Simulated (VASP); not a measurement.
# From VASP inputs to Ansatz: SiC (CsCl)

INCAR

```
ISIF = 3
NELM = 120
LWAVE = .FALSE.
LASPH = .TRUE.
EDIFFG = -5E-3
NBANDS = 11
ISMEAR = -1
ENCUT = 600
IBRION = 2
SIGMA = 0.02
EDIFF = 1E-7
LREAL = .FALSE.
LCHARG = .FALSE.
NSW = 40
ALGO = Normal
PREC = Accurate
METAGGA = R2SCAN
```

KPOINTS

```
KPOINTS created by Atomic Simulation Environment
0
Gamma
8 8 8
0 0 0
```

POSCAR

```
Si C
 1.0000000000000000
     2.6443621003327489    0.0000000000000000   -0.0000000000000000
     0.0000000000000000    2.6443621003327489    0.0000000000000000
     0.0000000000000000    0.0000000000000000    2.6443621003327489
 Si  C
   1   1
Cartesian
  0.0000000000000000  0.0000000000000000  0.0000000000000000
  1.3221810501663744  1.3221810501663744  1.3221810501663744
```

VASP ran with the recommended PBE PAW datasets (8 valence electrons in the cell).

Problem. Write an Ansatz input for this cell and level of theory.

Solution. 

```yaml
crystal:
  lattice:
    - [2.6443621003, 0.0, 0.0]
    - [0.0, 2.6443621003, 0.0]
    - [0.0, 0.0, 2.6443621003]
  atoms:
    - { symbol: Si, position: [0.0, 0.0, 0.0] }
    - { symbol: C, position: [0.5, 0.5, 0.5] }
kpoints:
  mp_grid: { grid: [8, 8, 8] }
hamiltonian:
  xc: r2scan
scf:
  occupations: { method: fermi_dirac, width: 0.02 }
relax:
  f_tol: 0.005
  cell: {}
```

Other inputs would serve too.

```tsv
	VASP	Ansatz
relaxed cell vector lengths	2.621, 2.621, 2.621 Å	2.620, 2.620, 2.620 Å
relaxed cell volume	18.00 Å³	17.99 Å³
```

Each program uses its own PAW datasets. VASP's cell holds 8 valence electrons and Ansatz's 8.
